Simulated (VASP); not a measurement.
# Ni (P6_3/mmc) in VASP: notebook

The runs below take Ni through single point, with LDA.

Everything below comes from runs of VASP 6.6.1. Logs are shortened: lines on timing, memory, paths and dates and some standing lists are left out, and cuts for length are marked.

**1. The crystal as given**

Symmetry: P6_3/mmc, No. 194, hexagonal system. Conventional cell: a = 2.417 Å, b = 2.417 Å, c = 3.973 Å, α = 90.00°, β = 90.00°, γ = 120.00°. Around Ni (site symmetry -6m2) lie 12 Ni at 2.42 to 2.43 Å.

This isn't the form of Ni at room conditions, which is fcc.

**2. Single point, LDA, collinear spin, typed start**

Input file INCAR:

```
SYSTEM = Ni
PREC = Accurate
ENCUT = 520
EDIFF = 1E-6
ISMEAR = -1
SIGMA = 0.05
LREAL = .FALSE.
LASPH = .TRUE.
NELM = 150
ALGO = Fast
ISIF = 2
LWAVE = .FALSE.
LCHARG = .TRUE.
ISPIN = 2
MAGMOM = 0.584 0.584
LORBIT = 11
LMAXMIX = 4
LELF = .TRUE.
LVHAR = .TRUE.
NBANDS = 21
```

Input file KPOINTS:

```
Automatic mesh
0
G
  24 24 13
  0 0 0
```

Input file POSCAR:

```
Ni
1.0
    2.4173865228      0.0000000000      0.0000000000
   -1.2086932614      2.0935181395      0.0000000000
    0.0000000000      0.0000000000      3.9727669544
Ni
2
Direct
    0.3333333333      0.6666666667      0.2500000000
    0.6666666667      0.3333333333      0.7500000000
```

Potentials or basis: VASP PAW LDA potentials, release 64 (Ni).

Launch:

```console
> cat potpaw_LDA.64/Ni/POTCAR > POTCAR
> mpirun -np 1 vasp_std > vasp.out
```

OUTCAR:

```text
SYSTEM = Ni
   PREC = Accurate
   ENCUT = 520
   EDIFF = 1E-6
   ISMEAR = -1
   LREAL = .FALSE.
   LASPH = .TRUE.
   NELM = 150
   ISIF = 2
   ISPIN = 2
   LORBIT = 11

 ion  position               nearest neighbor table
   1  0.333  0.667  0.250-   2 2.43   2 2.43   2 2.43   2 2.43   2 2.43   2 2.43
   2  0.667  0.333  0.750-   1 2.43   1 2.43   1 2.43   1 2.43   1 2.43   1 2.43

  LATTYP: Found a hexagonal cell.
 ALAT       =     2.4173865228
 C/A-ratio  =     1.6434140411

  Lattice vectors:

 A1 = (   2.4173865228,   0.0000000000,   0.0000000000)
 A2 = (  -1.2086932614,   2.0935181395,   0.0000000000)
 A3 = (   0.0000000000,   0.0000000000,   3.9727669544)

Analysis of symmetry for initial positions (statically):
=====================================================================
 Subroutine PRICEL returns:
 Original cell was already a primitive cell.

 Routine SETGRP: Setting up the symmetry group for a
 hexagonal supercell.

 Subroutine GETGRP returns: Found 24 space group operations
 (whereof 12 operations were pure point group operations)
 out of a pool of 24 trial point group operations.

The static configuration has the point symmetry D_3d.
 The point group associated with its full space group is D_6h.

Analysis of symmetry for dynamics (positions and initial velocities):
=====================================================================
 Subroutine PRICEL returns:
 Original cell was already a primitive cell.

 Routine SETGRP: Setting up the symmetry group for a
 hexagonal supercell.

 Subroutine GETGRP returns: Found 24 space group operations
 (whereof 12 operations were pure point group operations)
 out of a pool of 24 trial point group operations.

The dynamic configuration has the point symmetry D_3d.
 The point group associated with its full space group is D_6h.

Analysis of structural, dynamic, and magnetic symmetry:
=====================================================================
 Subroutine PRICEL returns:
 Original cell was already a primitive cell.

 Routine SETGRP: Setting up the symmetry group for a
 hexagonal supercell.

 Subroutine GETGRP returns: Found 24 space group operations
 (whereof 12 operations were pure point group operations)
 out of a pool of 24 trial point group operations.

The overall configuration has the point symmetry D_3d.
 The point group associated with its full space group is D_6h.

 Subroutine INISYM returns: Found 24 space group operations
 (whereof 12 operations are pure point group operations),
 and found     1 'primitive' translations

----------------------------------------------------------------------------------------

                                     Primitive cell

  volume of cell :      20.1055

  direct lattice vectors                    reciprocal lattice vectors
     2.417386523  0.000000000  0.000000000     0.413669883  0.238832418  0.000000000
    -1.208693261  2.093518139  0.000000000     0.000000000  0.477664837  0.000000000
     0.000000000  0.000000000  3.972766954     0.000000000  0.000000000  0.251713733

  length of vectors
     2.417386523  2.417386523  3.972766954     0.477664837  0.477664837  0.251713733

  position of ions in fractional coordinates (direct lattice)
     0.333333333  0.666666667  0.250000000
     0.666666667  0.333333333  0.750000000

  ion indices of the primitive-cell ions
   primitive index   ion index
                 1           1
                 2           2

----------------------------------------------------------------------------------------

 KPOINTS: Automatic mesh

Automatic generation of k-mesh.
 Grid dimensions read from file:
 generate k-points for:   24   24   13

 Generating k-lattice:

  Cartesian coordinates                     Fractional coordinates (reciprocal lattice)
     0.017236245  0.009951351  0.000000000     0.041666667  0.000000000  0.000000000
     0.000000000  0.019902702  0.000000000     0.000000000  0.041666667  0.000000000
     0.000000000  0.000000000  0.019362595     0.000000000  0.000000000  0.076923077

  Length of vectors
     0.019902702  0.019902702  0.019362595

  Shift w.r.t. Gamma in fractional coordinates (k-lattice)
     0.000000000  0.000000000  0.000000000

 Subroutine IBZKPT returns following result:
 ===========================================

 Found    427 irreducible k-points:

 Following reciprocal coordinates:
            Coordinates               Weight
  0.000000  0.000000  0.000000      1.000000
  0.041667  0.000000  0.000000      6.000000
  0.083333  0.000000  0.000000      6.000000
  0.125000  0.000000  0.000000      6.000000
  0.166667 -0.000000  0.000000      6.000000
  0.208333  0.000000  0.000000      6.000000
[... 16 lines left out ...]
  0.416667  0.041667  0.000000     12.000000
  0.458333  0.041667  0.000000     12.000000
 [... further k-points ...]
   k-points           NKPTS =    427   k-points in BZ     NKDIM =    427   number of bands    NBANDS=     21
   number of dos      NEDOS =    301   number of ions     NIONS =      2
   total plane-waves  NPLWV =   9720
   dimension x,y,z NGX =    18 NGY =   18 NGZ =   30
   dimension x,y,z NGXF=    36 NGYF=   36 NGZF=   60
   ions per type =               2
   NGX,Y,Z   is equivalent  to a cutoff of  12.38, 12.38, 12.55 a.u.
   NGXF,Y,Z  is equivalent  to a cutoff of  24.76, 24.76, 25.11 a.u.
 SYSTEM =  Ni
   PREC   = accura    normal or accurate (medium, high low for compatibility)
   ISTART =      0    job   : 0-new  1-cont  2-samecut
   ICHARG =      2    charge: 1-file 2-atom 10-const
   ISPIN  =      2    spin polarized calculation?
   LNONCOLLINEAR =      F non collinear calculations
   LSORBIT =      F    spin-orbit coupling
   LASPH  =      T    aspherical Exc in radial PAW
   ENCUT  =  520.0 eV  38.22 Ry    6.18 a.u.   4.49  4.49  7.39*2*pi/ulx,y,z
   NELM   =    150;   NELMIN=  2; NELMDL= -5     # of ELM steps
   EDIFF  = 0.1E-05   stopping-criterion for ELM
   LREAL  =      F    real-space projection
   EDIFFG = 0.1E-04   stopping-criterion for IOM
   NSW    =      0    number of steps for IOM
   IBRION =     -1    ionic relax: 0-MD 1-quasi-New 2-CG
   NFREE  =      0    steps in history (QN), initial steepest desc. (CG)
   ISIF   =      2    stress and relaxation
   ISYM   =      2    0-nonsym 1-usesym 2-fastsym
   POTIM  = 0.5000    time-step for ionic-motion
   TEBEG  =    0.0;   TEEND  =   0.0 temperature during run
   PSTRESS=    0.0 pullay stress
   NELECT =      20.0000    total number of electrons
   NUPDOWN=      -1.0000    fix difference up-down
   EMIN   =  10.00;   EMAX   =-10.00  energy-range for DOS
   EFERMI =   0.00;   METHOD = LEGACY
   ISMEAR =    -1;   SIGMA  =   0.05  broadening in eV -4-tet -1-fermi 0-gaus
   EFERMI_NEDOS =   21; number of points for ismear=-14 and -15
   IALGO  =     68    algorithm
   IMIX   =      4    mixing-type and parameters
     AMIX     =   0.40;   BMIX     =  1.00
     AMIX_MAG =   1.60;   BMIX_MAG =  1.00
  volume/ion in A,a.u.               =      10.05        67.84
  Fermi-wavevector in a.u.,A,eV,Ry     =   1.634229  3.088245 36.337130  2.670704
  Thomas-Fermi vector in A             =   2.725903
   LORBIT       =     11    0 simple, 1 ext, 2 COOP (PROOUT), +10 PAW based schemes
   GGA     = CA    functional components
   LHFCALC =     F    Hartree Fock is set to
   AEXX    =    0.0000 exact exchange contribution
   IVDW    =     0    specifies the selected vdW correction
   LEPSILON=     F    determine dielectric tensor
   LRPA    =     F    only Hartree local field effects (RPA)
 spin polarized calculation
 RMM-DIIS sequential band-by-band and
  energy-cutoff  :      520.00
  volume of cell :       20.11
 maximum number of plane-waves:       561
 NGX is ok and might be reduce to    18
   NGX =  9   NGY =  9   NGZ = 15

 number of electron      19.9999973 magnetization       1.1565042

 Free energy of the ion-electron system (eV)
  ---------------------------------------------------
  ext. energy  EPLUGINS =         0.00000000
  ---------------------------------------------------
  free energy    TOTEN  =       -13.12351536 eV

  energy without entropy =      -13.08980310  energy(sigma->0) =      -13.10665923

 E-fermi :  10.2250     XC(G=0): -14.0861

 val. band max:       10.2245410961   @ k =   0.4583   0.0000   0.1538
 cond. band min:      10.2253324604   @ k =   0.1667   0.0833   0.2308
 fundamental gap:      0.0007913643
 Fermi energy:        10.2249964250

 spin component 1

 k-point     1 :       0.0000    0.0000    0.0000
  band No.  band energies     occupation
      1       0.6555      1.00000
      2       4.9706      1.00000
      3       7.6447      1.00000
      4       7.7587      1.00000
      5       7.7587      1.00000
      6       8.0624      1.00000
[... 13 lines left out ...]
     20      37.5620      0.00000
     21      42.4829      0.00000
[... 529 lines left out ...]
 k-point    24 :       0.4583    0.0417    0.0000
  band No.  band energies     occupation
      1       5.3821      1.00000
      2       5.5273      1.00000
      3       5.8196      1.00000
      4       7.5899      1.00000
      5       7.6816      1.00000
      6       7.7812      1.00000
[... 13 lines left out ...]
     20      35.6900      0.00000
     21      39.6577      0.00000

 [... further k-points ...]

 spin component 2

 k-point     1 :       0.0000    0.0000    0.0000
  band No.  band energies     occupation
      1       0.7028      1.00000
      2       5.3183      1.00000
      3       8.2109      1.00000
      4       8.3133      1.00000
      5       8.3133      1.00000
      6       8.6325      1.00000
[... 13 lines left out ...]
     20      37.6991      0.00000
     21      42.5113      0.00000
[... 529 lines left out ...]
 k-point    24 :       0.4583    0.0417    0.0000
  band No.  band energies     occupation
      1       5.7050      1.00000
      2       5.9524      1.00000
      3       6.2343      1.00000
      4       7.8801      1.00000
      5       8.2162      1.00000
      6       8.2766      1.00000
[... 13 lines left out ...]
     20      35.8085      0.00000
     21      39.7772      0.00000

 [... further k-points ...]

------------------------ aborting loop because EDIFF is reached ----------------------------------------

  FORCE on cell =-STRESS in cart. coord.  units (eV):
  Direction    XX          YY          ZZ          XY          YZ          ZX
  --------------------------------------------------------------------------------------
  -------------------------------------------------------------------------------------
  Total       -0.0106131     -0.0106131     -0.0400880      0.0000000      0.0000000      0.0000000
  in kB       -0.8457393     -0.8457393     -3.1945475      0.0000000      0.0000000      0.0000000
  external PRESSURE =      -1.6286754 kB  Pullay stress =       0.0000000 kB

 VOLUME and BASIS-vectors are now :
 -----------------------------------------------------------------------------
  energy-cutoff  :      520.00
  volume of cell :       20.11
      direct lattice vectors                 reciprocal lattice vectors
     2.417386523  0.000000000  0.000000000     0.413669883  0.238832418  0.000000000
    -1.208693261  2.093518139  0.000000000     0.000000000  0.477664837  0.000000000
     0.000000000  0.000000000  3.972766954     0.000000000  0.000000000  0.251713733

 POSITION                                       TOTAL-FORCE (eV/Angst)
 -----------------------------------------------------------------------------------
     -0.00000      1.39568      0.99319        -0.000000     -0.000000      0.000000
      1.20869      0.69784      2.97958         0.000000      0.000000      0.000000
 -----------------------------------------------------------------------------------
    total drift:                               -0.000000      0.000000     -0.000000

  FREE ENERGIE OF THE ION-ELECTRON SYSTEM (eV)
  ---------------------------------------------------
  free  energy   TOTEN  =       -13.1235153628 eV

  energy  without entropy=      -13.0898031001  energy(sigma->0) =      -13.10665923

 total charge

# of ion       s       p       d       tot
------------------------------------------
    1        0.533   0.569   8.370   9.472
    2        0.533   0.569   8.370   9.472
--------------------------------------------------
tot          1.066   1.139  16.740  18.945

 magnetization (x)

# of ion       s       p       d       tot
------------------------------------------
    1       -0.004  -0.018   0.600   0.578
    2       -0.004  -0.018   0.600   0.578
--------------------------------------------------
tot         -0.008  -0.036   1.201   1.157
```

Wall time 3 min (1 thread of Intel Xeon Platinum 8488C (Sapphire Rapids), shared host); peak memory 0.32 GiB.

What came out:

```
Free energy                                           : -13.1235 eV
Pressure                                              : -0.2 GPa
Band gap on the k mesh                                : none (metal or under the smearing width)
Net moment                                            : 1.16 μB per cell
Site moments                                          : Ni +0.58 μB
Valence electrons inside the program's atomic spheres : Ni 9.47
```

Stress tensor (GPa, compression positive):
```
-0.08  0.00  0.00
 0.00 -0.08  0.00
 0.00  0.00 -0.32
```

**3. Single point, LDA, collinear spin, typed start**

This run uses another cell than the first one, of 9.25 Å³/atom, 0.920 times its volume.

Input file INCAR:

```
PREC = Accurate ; ENCUT = 520
EDIFF = 1E-6 ; ISMEAR = -1
SIGMA = 0.05 ; LREAL = False
LASPH = True ; NELM = 150
ALGO = Normal ; ISIF = 2
LWAVE = False ; LCHARG = False
ISPIN = 2 ; MAGMOM = 0.629 0.629
LORBIT = 11 ; LMAXMIX = 4
GGA = CA ; NBANDS = 21
```

Input file KPOINTS:

```
regular mesh
0
Gamma
  17 17 9
```

Input file POSCAR:

```
Ni
1.0
    2.3511231207      0.0000000000      0.0000000000
   -1.1755615603      2.0361323499      0.0000000000
    0.0000000000      0.0000000000      3.8638687490
Ni
2
Direct
    0.3333333333      0.6666666667      0.2500000000
    0.6666666667      0.3333333333      0.7500000000
```

Potentials or basis: VASP PAW LDA potentials, release 64 (Ni).

Launch:

```console
> cat potpaw_LDA.64/Ni/POTCAR > POTCAR
> mpirun -np 1 vasp_std > vasp.out
```

Wall time 71 s (1 thread of Intel Xeon Platinum 8488C (Sapphire Rapids), shared host); peak memory 0.19 GiB.

Results (log left out):

```
Free energy                                           : -13.0039 eV
Pressure                                              : 25.6 GPa
Band gap on the k mesh                                : none (metal or under the smearing width)
Net moment                                            : 1.11 μB per cell
Site moments                                          : Ni +0.55 μB
Valence electrons inside the program's atomic spheres : Ni 9.66
```

Stress tensor (GPa, compression positive):
```
25.76  0.00  0.00
 0.00 25.76  0.00
 0.00  0.00 25.32
```

Levels at points of the mesh, in eV from the Fermi level:
Spin up:
```csv
k point,band 8,band 9,band 10,band 11,band 12,band 13,band 14,band 15
"(0.00, 0.00, 0.00)",-1.82,-1.82,-0.66,-0.61,-0.61,6.89,24.09,27.20
```
Spin down:
```csv
k point,band 6,band 7,band 8,band 9,band 10,band 11,band 12,band 13,band 14,band 15
"(0.00, 0.00, 0.00)",-1.81,-1.81,-1.27,-1.27,-0.61,-0.03,-0.03,7.25,24.08,27.21
```

Caveat: so large a pressure means that the cell lies far from this level's equilibrium, or that cutoff or potentials fall short.
